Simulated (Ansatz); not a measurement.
# Li under strains and displacements

The calculation used Ansatz 0.2.0, DFT PBEsol, scalar-relativistic, plane waves, PAW.

Settings: cutoff 420 eV, Γ-centred mesh 16×16×16 on the computed 1-atom cell, Gaussian smearing of 0.10 eV; no spin polarisation.

Reference cell:

```xyz
1
Lattice="0.0000 2.2020 2.2020 2.2020 0.0000 2.2020 2.2020 2.2020 0.0000" Properties=species:S:1:pos:R:3 pbc="T T T"
Li    0.0000    0.0000    0.0000
```

Each variant moves atoms of this cell by the vectors given, if any (Å), and then applies a symmetric strain (tensor components, Cartesian axes). The reference cell isn't relaxed at this level. Energies are per atom at zero smearing, counted from the lowest variant. Pressure is positive in compression.

1. strain (xx yy zz yz xz xy, %) 4.85 4.85 4.85 0.00 0.00 0.00
2. strain (xx yy zz yz xz xy, %) -1.64 -1.64 -1.64 0.00 0.00 0.00
3. strain (xx yy zz yz xz xy, %) -2.79 -2.79 -2.79 0.00 0.00 0.00

```csv
result,ΔE (meV/atom),P (GPa)
A,0.6,0.40
B,31.1,-1.95
C,0.0,-0.10
```

Question: Which variant gave which result?

Answer: A is 3, B is 1, C is 2. The pressure falls as the cell grows: from the smallest volume to the largest the variants are 3, 2, 1.

This fcc form isn't the element's structure at ambient conditions.